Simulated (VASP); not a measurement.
# KCl (Fm-3m) in VASP: further runs

The runs below take KCl through single point, with r2SCAN.

Program: VASP 6.6.1. These are calculated values, not measurements. Logs are shortened: lines on timing, memory, paths and dates and some standing lists are left out, and cuts for length are marked.

**The experiment to reproduce.**

A printed reference work, monograph reports, for a bulk crystal of KCl: band gap 8.68 eV.

How close the calculation comes is told below.

## (1) The cell of the first run

It takes space group Fm-3m (No. 225, cubic). Conventional cell: a = 6.293 Å, b = 6.293 Å, c = 6.293 Å, α = 90.00°, β = 90.00°, γ = 90.00°. Within 4.1 Å of K (site symmetry m-3m) lie 6 Cl at 3.15 Å. Within 4.1 Å of Cl (site symmetry m-3m) lie 6 K at 3.15 Å.

## (2) Single point, r2SCAN

POSCAR reads:

```
KCl
1.0
    0.0000000000      3.1464700000      3.1464700000
    3.1464700000      0.0000000000      3.1464700000
    3.1464700000      3.1464700000      0.0000000000
K Cl
1 1
Direct
    0.0000000000      0.0000000000      0.0000000000
    0.5000000000      0.5000000000      0.5000000000
```

INCAR.step1 reads:

```
SYSTEM = KCl
  PREC = Accurate
  ENCUT = 520
  ISMEAR = -1
  SIGMA = 0.02
  LREAL = .FALSE.
  LASPH = .TRUE.
  NELM = 60
  NBANDS = 15
  GGA = PE
  ALGO = Normal
  EDIFF = 1E-4
  LWAVE = .TRUE.
  LCHARG = .FALSE.
```

INCAR.step2 reads:

```
SYSTEM = KCl
  PREC = Accurate
  ENCUT = 520
  EDIFF = 1E-7
  ISMEAR = -1
  SIGMA = 0.02
  LREAL = .FALSE.
  LASPH = .TRUE.
  NELM = 60
  ALGO = Normal
  ISIF = 2
  LWAVE = .FALSE.
  LCHARG = .FALSE.
  METAGGA = R2SCAN
  LMIXTAU = .TRUE.
  NBANDS = 15
  ISTART = 1
```

KPOINTS reads:

```
regular mesh
0
G
  8 8 8
  0 0 0
```

Potentials or basis: VASP PAW PBE potentials, release 64 (K_sv, Cl).

Run with:

```console
$ cat potpaw_PBE.64/K_sv/POTCAR potpaw_PBE.64/Cl/POTCAR > POTCAR
$ cp INCAR.step1 INCAR
$ mpirun -np 1 vasp_std > vasp.out
$ cp INCAR.step2 INCAR
$ mpirun -np 1 vasp_std > vasp.out
```

OUTCAR:

```text
SYSTEM = KCl
   PREC = Accurate
   ENCUT = 520
   EDIFF = 1E-7
   ISMEAR = -1
   LREAL = .FALSE.
   LASPH = .TRUE.
   NELM = 60
   ISIF = 2
   METAGGA = R2SCAN
   ISTART = 1

 ion  position               nearest neighbor table
   1  0.000  0.000  0.000-   2 3.15   2 3.15   2 3.15   2 3.15   2 3.15   2 3.15
   2  0.500  0.500  0.500-   1 3.15   1 3.15   1 3.15   1 3.15   1 3.15   1 3.15

  LATTYP: Found a face centered cubic cell.
 ALAT       =     6.2929400000

  Lattice vectors:

 A1 = (   0.0000000000,   3.1464700000,   3.1464700000)
 A2 = (   3.1464700000,   0.0000000000,   3.1464700000)
 A3 = (   3.1464700000,   3.1464700000,   0.0000000000)

Analysis of symmetry for initial positions (statically):
=====================================================================
 Subroutine PRICEL returns:
 Original cell was already a primitive cell.

 Routine SETGRP: Setting up the symmetry group for a
 face centered cubic supercell.

 Subroutine GETGRP returns: Found 48 space group operations
 (whereof 48 operations were pure point group operations)
 out of a pool of 48 trial point group operations.

The static configuration has the point symmetry O_h .

Analysis of symmetry for dynamics (positions and initial velocities):
=====================================================================
 Subroutine PRICEL returns:
 Original cell was already a primitive cell.

 Routine SETGRP: Setting up the symmetry group for a
 face centered cubic supercell.

 Subroutine GETGRP returns: Found 48 space group operations
 (whereof 48 operations were pure point group operations)
 out of a pool of 48 trial point group operations.

The dynamic configuration has the point symmetry O_h .

 Subroutine INISYM returns: Found 48 space group operations
 (whereof 48 operations are pure point group operations),
 and found     1 'primitive' translations

----------------------------------------------------------------------------------------

                                     Primitive cell

  volume of cell :      62.3018

  direct lattice vectors                    reciprocal lattice vectors
     0.000000000  3.146470000  3.146470000    -0.158908237  0.158908237  0.158908237
     3.146470000  0.000000000  3.146470000     0.158908237 -0.158908237  0.158908237
     3.146470000  3.146470000  0.000000000     0.158908237  0.158908237 -0.158908237

  length of vectors
     4.449780548  4.449780548  4.449780548     0.275237140  0.275237140  0.275237140

  position of ions in fractional coordinates (direct lattice)
     0.000000000  0.000000000  0.000000000
     0.500000000  0.500000000  0.500000000

  ion indices of the primitive-cell ions
   primitive index   ion index
                 1           1
                 2           2

----------------------------------------------------------------------------------------

 KPOINTS: regular mesh

Automatic generation of k-mesh.
 Grid dimensions read from file:
 generate k-points for:    8    8    8

 Generating k-lattice:

  Cartesian coordinates                     Fractional coordinates (reciprocal lattice)
    -0.019863530  0.019863530  0.019863530     0.125000000  0.000000000  0.000000000
     0.019863530 -0.019863530  0.019863530     0.000000000  0.125000000  0.000000000
     0.019863530  0.019863530 -0.019863530     0.000000000  0.000000000  0.125000000

  Length of vectors
     0.034404642  0.034404642  0.034404642

  Shift w.r.t. Gamma in fractional coordinates (k-lattice)
     0.000000000  0.000000000  0.000000000

 Subroutine IBZKPT returns following result:
 ===========================================

 Found     29 irreducible k-points:

 Following reciprocal coordinates:
            Coordinates               Weight
  0.000000  0.000000  0.000000      1.000000
  0.125000  0.000000  0.000000      8.000000
  0.250000  0.000000  0.000000      8.000000
  0.375000  0.000000  0.000000      8.000000
  0.500000  0.000000  0.000000      4.000000
  0.125000  0.125000  0.000000      6.000000
[... 16 lines left out ...]
  0.500000  0.250000  0.125000     48.000000
 -0.375000  0.250000  0.125000     24.000000
 [... further k-points ...]
   k-points           NKPTS =     29   k-points in BZ     NKDIM =     29   number of bands    NBANDS=     15
   number of dos      NEDOS =    301   number of ions     NIONS =      2
   total plane-waves  NPLWV =  46656
   dimension x,y,z NGX =    36 NGY =   36 NGZ =   36
   dimension x,y,z NGXF=    72 NGYF=   72 NGZF=   72
   ions per type =               1   1
   NGX,Y,Z   is equivalent  to a cutoff of  13.45, 13.45, 13.45 a.u.
   NGXF,Y,Z  is equivalent  to a cutoff of  26.90, 26.90, 26.90 a.u.
 SYSTEM =  KCl
   PREC   = accura    normal or accurate (medium, high low for compatibility)
   ISTART =      1    job   : 0-new  1-cont  2-samecut
   ICHARG =      0    charge: 1-file 2-atom 10-const
   ISPIN  =      1    spin polarized calculation?
   LNONCOLLINEAR =      F non collinear calculations
   LSORBIT =      F    spin-orbit coupling
   LASPH  =      T    aspherical Exc in radial PAW
   ENCUT  =  520.0 eV  38.22 Ry    6.18 a.u.   8.27  8.27  8.27*2*pi/ulx,y,z
   NELM   =     60;   NELMIN=  2; NELMDL=  0     # of ELM steps
   EDIFF  = 0.1E-06   stopping-criterion for ELM
   LREAL  =      F    real-space projection
   EDIFFG = 0.1E-05   stopping-criterion for IOM
   NSW    =      0    number of steps for IOM
   IBRION =     -1    ionic relax: 0-MD 1-quasi-New 2-CG
   NFREE  =      0    steps in history (QN), initial steepest desc. (CG)
   ISIF   =      2    stress and relaxation
   ISYM   =      2    0-nonsym 1-usesym 2-fastsym
   POTIM  = 0.5000    time-step for ionic-motion
   TEBEG  =    0.0;   TEEND  =   0.0 temperature during run
   PSTRESS=    0.0 pullay stress
   NELECT =      16.0000    total number of electrons
   NUPDOWN=      -1.0000    fix difference up-down
   EMIN   =  10.00;   EMAX   =-10.00  energy-range for DOS
   EFERMI =   0.00;   METHOD = LEGACY
   ISMEAR =    -1;   SIGMA  =   0.02  broadening in eV -4-tet -1-fermi 0-gaus
   EFERMI_NEDOS =   21; number of points for ismear=-14 and -15
   IALGO  =     38    algorithm
   IMIX   =      4    mixing-type and parameters
     AMIX     =   0.40;   BMIX     =  1.00
     AMIX_MAG =   1.60;   BMIX_MAG =  1.00
  volume/ion in A,a.u.               =      31.15       210.22
  Fermi-wavevector in a.u.,A,eV,Ry     =   1.040594  1.966437 14.732871  1.082835
  Thomas-Fermi vector in A             =   2.175177
   LORBIT       =      0    0 simple, 1 ext, 2 COOP (PROOUT), +10 PAW based schemes
   METAGGA = R2SCAN    functional components
   LHFCALC =     F    Hartree Fock is set to
   AEXX    =    0.0000 exact exchange contribution
   IVDW    =     0    specifies the selected vdW correction
   LEPSILON=     F    determine dielectric tensor
   LRPA    =     F    only Hartree local field effects (RPA)
 non-spin polarized calculation
  energy-cutoff  :      520.00
  volume of cell :       62.30
 maximum number of plane-waves:      1700
 NGX is ok and might be reduce to    36
   NGX = 17   NGY = 17   NGZ = 17

 number of electron      16.0000001 magnetization

 Free energy of the ion-electron system (eV)
  ---------------------------------------------------
  ext. energy  EPLUGINS =         0.00000000
  ---------------------------------------------------
  free energy    TOTEN  =       -16.50652076 eV

  energy without entropy =      -16.50652076  energy(sigma->0) =      -16.50652076

 E-fermi :  -1.7575     XC(G=0):  -7.9534

 val. band max:       -2.2642134885   @ k =   0.0000   0.0000   0.0000
 cond. band min:       3.5654353803   @ k =   0.0000   0.0000   0.0000
 fundamental gap:      5.8296488688
 Fermi energy:        -1.7574847430

 k-point     1 :       0.0000    0.0000    0.0000
  band No.  band energies     occupation
      1     -30.5329      2.00000
      2     -14.9343      2.00000
      3     -13.2242      2.00000
      4     -13.2242      2.00000
      5     -13.2242      2.00000
      6      -2.2642      2.00000
      7      -2.2642      2.00000
      8      -2.2642      2.00000
      9       3.5654      0.00000
     10       6.7697      0.00000
     11       6.7697      0.00000
     12       6.7697      0.00000
     13       7.8127      0.00000
     14       7.8127      0.00000
     15      11.1065      0.00000

 k-point     2 :       0.1250    0.0000    0.0000
  band No.  band energies     occupation
      1     -30.5314      2.00000
      2     -14.9603      2.00000
      3     -13.2254      2.00000
      4     -13.2254      2.00000
      5     -13.1896      2.00000
      6      -2.4489      2.00000
      7      -2.3140      2.00000
      8      -2.3140      2.00000
      9       3.9392      0.00000
     10       6.6194      0.00000
     11       6.9738      0.00000
     12       6.9739      0.00000
     13       8.0323      0.00000
     14       8.0323      0.00000
     15      11.7450      0.00000

 k-point     3 :       0.2500    0.0000    0.0000
  band No.  band energies     occupation
      1     -30.5277      2.00000
      2     -15.0193      2.00000
      3     -13.2283      2.00000
      4     -13.2283      2.00000
      5     -13.1095      2.00000
      6      -2.8407      2.00000
      7      -2.4299      2.00000
      8      -2.4299      2.00000
      9       4.8185      0.00000
     10       6.4894      0.00000
     11       7.5552      0.00000
     12       7.5552      0.00000
     13       8.6382      0.00000
     14       8.6382      0.00000
     15      12.1884      0.00000
[... 343 lines left out ...]
 k-point    23 :       0.5000    0.2500    0.1250
  band No.  band energies     occupation
      1     -30.5222      2.00000
      2     -15.0095      2.00000
      3     -13.2753      2.00000
      4     -13.2464      2.00000
      5     -13.0963      2.00000
      6      -3.0677      2.00000
      7      -2.6050      2.00000
      8      -2.5573      2.00000
      9       5.9368      0.00000
     10       6.3131      0.00000
     11       8.5625      0.00000
     12       8.7688      0.00000
     13       9.2216      0.00000
     14       9.7594      0.00000
     15      10.5460      0.00000

 k-point    24 :      -0.3750    0.2500    0.1250
  band No.  band energies     occupation
      1     -30.5210      2.00000
      2     -15.0124      2.00000
      3     -13.2769      2.00000
      4     -13.2557      2.00000
      5     -13.0884      2.00000
      6      -3.1000      2.00000
      7      -2.6673      2.00000
      8      -2.5935      2.00000
      9       6.1413      0.00000
     10       6.6697      0.00000
     11       8.6999      0.00000
     12       8.7180      0.00000
     13       9.4821      0.00000
     14      10.4289      0.00000
     15      10.4967      0.00000

 [... further k-points ...]

------------------------ aborting loop because EDIFF is reached ----------------------------------------

  FORCE on cell =-STRESS in cart. coord.  units (eV):
  Direction    XX          YY          ZZ          XY          YZ          ZX
  --------------------------------------------------------------------------------------
  -------------------------------------------------------------------------------------
  Total       -0.0100902     -0.0100902     -0.0100902     -0.0000000     -0.0000000      0.0000000
  in kB       -0.2594846     -0.2594846     -0.2594846     -0.0000000     -0.0000000      0.0000000
  external PRESSURE =      -0.2594846 kB  Pullay stress =       0.0000000 kB

 VOLUME and BASIS-vectors are now :
 -----------------------------------------------------------------------------
  energy-cutoff  :      520.00
  volume of cell :       62.30
      direct lattice vectors                 reciprocal lattice vectors
     0.000000000  3.146470000  3.146470000    -0.158908237  0.158908237  0.158908237
     3.146470000  0.000000000  3.146470000     0.158908237 -0.158908237  0.158908237
     3.146470000  3.146470000  0.000000000     0.158908237  0.158908237 -0.158908237

 POSITION                                       TOTAL-FORCE (eV/Angst)
 -----------------------------------------------------------------------------------
      0.00000      0.00000      0.00000        -0.000000     -0.000000     -0.000000
      3.14647      3.14647      3.14647         0.000000      0.000000      0.000000
 -----------------------------------------------------------------------------------
    total drift:                                0.000000      0.000000      0.000000

  FREE ENERGIE OF THE ION-ELECTRON SYSTEM (eV)
  ---------------------------------------------------
  free  energy   TOTEN  =       -16.5065207552 eV

  energy  without entropy=      -16.5065207552  energy(sigma->0) =      -16.50652076
```

Run time: 1.9 min. Hardware: 1 thread of AMD EPYC 9R45 (Zen 5), shared host; peak memory 0.19 GiB.

What came out:

```yaml
Free_energy: -16.5065 eV
Pressure: 0.0 GPa
Band_gap_on_the_k_mesh: 5.83 eV
```

Caveat: the PAW data sets were made with another functional, which shifts forces and pressure a little.

## (3) Single point, r2SCAN

This run uses another cell than the first one, of 31.77 Å³/atom.

POSCAR reads:

```
KCl
1.0
    0.0000000000      3.1673081600      3.1673081600
    3.1673081600      0.0000000000      3.1673081600
    3.1673081600      3.1673081600      0.0000000000
K Cl
1 1
Direct
    0.0000000000      0.0000000000      0.0000000000
    0.5000000000      0.5000000000      0.5000000000
```

INCAR.step1 reads:

```
PREC = Accurate
ENCUT = 520
ISMEAR = -1
SIGMA = 0.02
LREAL = False
LASPH = True
NELM = 100
NBANDS = 15
GGA = PE
ALGO = Normal
EDIFF = 1E-4
LWAVE = True
LCHARG = False
```

INCAR.step2 reads:

```
PREC = Accurate
ENCUT = 520
EDIFF = 1E-6
ISMEAR = -1
SIGMA = 0.02
LREAL = False
LASPH = True
NELM = 100
ALGO = Normal
ISIF = 2
LWAVE = False
LCHARG = True
METAGGA = R2SCAN
LMIXTAU = True
LELF = True
LVHAR = True
NBANDS = 15
ISTART = 1
```

KPOINTS reads:

```
regular mesh
0
Gamma
  8 8 8
```

Potentials or basis: VASP PAW PBE potentials, release 64 (K_sv, Cl).

Run with:

```console
$ cat potpaw_PBE.64/K_sv/POTCAR potpaw_PBE.64/Cl/POTCAR > POTCAR
$ cp INCAR.step1 INCAR
$ mpirun -np 1 vasp_std > vasp.out
$ cp INCAR.step2 INCAR
$ mpirun -np 1 vasp_std > vasp.out
```

Run time: 97 s. Hardware: 1 thread of AMD EPYC 9R45 (Zen 5), shared host; peak memory 0.19 GiB.

It converged, with:

- Free energy: -16.5054 eV
- Pressure: -0.4 GPa
- Band gap on the k mesh: 5.76 eV

Levels at points of the mesh, in eV from the valence-band top:
```
           k point  band 5  band 6  band 7  band 8  band 9  band 10  band 11  band 12
(0.00, 0.00, 0.00)  -11.01    0.00    0.00    0.00    5.76     9.02     9.02     9.02
(0.50, 0.00, 0.00)  -10.80   -1.01   -0.31   -0.31    8.07     9.16    11.26    11.26
(0.50, 0.50, 0.00)  -11.06   -0.65   -0.22   -0.22    7.05     9.12    10.57    11.07
```

Caveat: the PAW data sets were made with another functional, which shifts forces and pressure a little.

## (4) Against experiment

Step 2. Against the measured gap of KCl, 8.68 eV (a printed reference work, monograph), the calculated 5.83 eV is off by -2.85 eV. The value is that of r2SCAN on a finite k mesh, which can miss the band edges, without temperature or zero-point motion.

Step 3. Measured gap of KCl: 8.68 eV (a printed reference work, monograph). This calculation gives 5.76 eV (-2.92 eV). The value is that of r2SCAN on a finite k mesh, which can miss the band edges, without temperature or zero-point motion.
